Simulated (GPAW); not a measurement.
Ca:

```xyz
1
Lattice="0.0000 2.7942 2.7942 2.7942 0.0000 2.7942 2.7942 2.7942 0.0000" Properties=species:S:1:pos:R:3 pbc="T T T"
Ca    0.0000    0.0000    0.0000
```

Base run:

```yaml
Program: GPAW 26.7.0
Functional: revPBE
Potentials_or_basis: the program's PAW data sets (release 1.2.1) made for this functional
Cutoff: 600 eV
Basis: pw
k_mesh: 8 × 8 × 8
Occupations: fermi-dirac, width 0.05 eV
Spin: no spin polarisation
```

Its results: band gap on the k mesh none (metal or under the smearing width); pressure 0.2 GPa.

Question: After a change of settings the same cell gave: band gap on the k mesh none (metal or under the smearing width); pressure -2.1 GPa. Which change was it?
A. functional from revPBE to LDA
B. functional from revPBE to RPBE
C. functional from revPBE to RPBE; occupations from fermi-dirac, width 0.05 eV to gaussian, width 0.1 eV
D. functional from revPBE to r2SCAN; potentials or basis from the program's PAW data sets (release 1.2.1) made for this functional to GPAW PAW data sets (gpaw-data 1.2.1)

Answer: A.

LDA binds more tightly than revPBE, so the same cell stands under less pressure.

Not every run made on this cell is shown here.
